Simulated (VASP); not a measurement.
The system is Li2S.

```
Li S
1.0
     0.00000    2.85282    2.85282
     2.85282    0.00000    2.85282
     2.85282    2.85282    0.00000
Li S
2 1
Cartesian
  1.4264 1.4264 1.4264
  4.2792 4.2792 4.2792
  0.0000 0.0000 0.0000
```

- Program: VASP 6.6.1
- Task: relaxation of cell and atoms
- Functional: PBE
- Dispersion: D3(BJ)
- Potentials or basis: VASP PAW PBE potentials, release 64 (Li_sv, S)
- Cutoff: 600 eV
- k mesh: 8 × 8 × 8
- Occupations: gaussian, width 0.02 eV
- Spin: no spin polarisation

At the start: pressure -3.0 GPa; volume 15.48 Å³/atom.

Problem. Where does the relaxation end?

Solution. Over 4 steps the energy falls by 11.5 meV/atom and the volume is 14.34 Å³/atom (-7.3 %); space group Fm-3m (No. 225, to 0.05 Å).

The path:
```
step  energy change (eV)  largest force (eV/Å)  pressure (GPa)  volume (Å³)
   1              0.0000                0.0000           -3.05        46.44
   2             -0.0278                0.0000           -1.45        44.49
   3             -0.0345                0.0000           -0.11        43.13
   4             -0.0345                0.0000           -0.03        43.03
```

Final structure:
```
Li S
1.0
     0.00000    2.78127    2.78127
     2.78127    0.00000    2.78127
     2.78127    2.78127    0.00000
Li S
2 1
Cartesian
  1.3906 1.3906 1.3906
  4.1719 4.1719 4.1719
  2.7813 0.0000 2.7813
```

Caveat: the cutoff is under 1.25 times the usual one of these potentials, so pressure, stress and relaxed cells hold a basis-set (Pulay) error.
